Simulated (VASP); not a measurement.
Runs of VASP 6.6.1 on Se. It takes space group P4/mmm (No. 123, tetragonal). Conventional cell: a = 2.635 Å, b = 2.635 Å, c = 4.355 Å, α = 90.00°, β = 90.00°, γ = 90.00°. Se (site symmetry 4/mmm) has 4 Se at 2.63 Å as nearest neighbours. The cell was built by a generator and needn't be a form met in nature.

| task | level | potentials or basis | spin | cell | k mesh | cutoff (eV) | smearing | gap on the mesh (eV) | pressure (GPa) |
| --- | --- | --- | --- | --- | --- | --- | --- | --- | --- |
| electrostatic potential | revPBE+D3 | VASP PAW PBE potentials, release 64 (Se) | SOC, no magnetisation | as given | 7 × 7 × 5 | 520 | gaussian 0.01 eV | - | (a) |
| single point | PBE | VASP PAW PBE potentials, release 64 (Se) | off | as given | 10 × 10 × 6 | 520 | fermi-dirac 0.05 eV | none | -0.3 |
| optical spectrum | LDA | VASP PAW LDA potentials, release 64 (Se) | SOC, no magnetisation | cell strained at random at fixed volume | 7 × 7 × 5 | 520 | tetrahedron | - | -1.8 |
| relaxation of cell and atoms | PBE | VASP PAW PBE potentials, release 64 (Se) | off | relaxed | 10 × 10 × 6 | 600 | gaussian 0.05 eV | none | 0.0 |

Q: Fill in the values left out.

A: (a) -0.1.

Caveats: the PAW data sets were made with another functional, which shifts forces and pressure a little (some runs).

A k mesh can miss the band edges, and rows without SOC leave out spin-orbit coupling on Se.

A gap of «none» marks a metal or a gap under the smearing width.
